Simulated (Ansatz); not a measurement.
**A decomposition energy, worked out: Ga2As**

Computed with DFT PBE, scalar-relativistic, plane waves, PAW (Ansatz). All cells share a 420 eV cutoff and Γ-centred k meshes spaced at most about 0.3 Å⁻¹ (about 0.25 or finer for metals, 2π included). No spin polarisation.

Energies over the elements count from the elements' standard structures at the same level, with no fitted energy shifts.

Temperature and zero-point effects are left out. The reference form of As is held partly by dispersion forces, which this level lacks.

A trial structure of Ga2As (reached from: a relaxed cell, shaken at random and relaxed again; relaxed: space group Aem2 (No. 39), a = 7.600 Å, b = 5.224 Å, c = 6.096 Å) has a formation energy of -0.021 eV/atom. At its composition the lowest mixture among the elements and 1 reference phase computed alike (others may be missing) consists of these:

| phase | source | ΔE_f (eV/atom) |
| --- | --- | --- |
| Ga (solid) | element | -0.001 |
| GaAs (F-43m) | COD | -0.352 |

The lowest database cell of Ga (-0.001) lies slightly below the reference, hence the non-zero entry.

Problem. Write the balanced decomposition and find its energy per atom, per formula unit and per mole of formula units.

Solution. Balancing Ga and As gives Ga2As → Ga + GaAs. The left side holds 3 atoms, and the products take 1/3 (Ga) and 2/3 (GaAs) of them. The mixture therefore lies at 1/3 × (-0.001) + 2/3 × (-0.352) = -0.235 eV/atom. The reaction energy is -0.235 − (-0.021) = -0.214 eV/atom. Times 3 atoms that is -0.642 eV per Ga2As, and times 96.485 it is -62 kJ per mole of Ga2As. Decomposition is downhill, so the trial structure is unstable against this mixture.
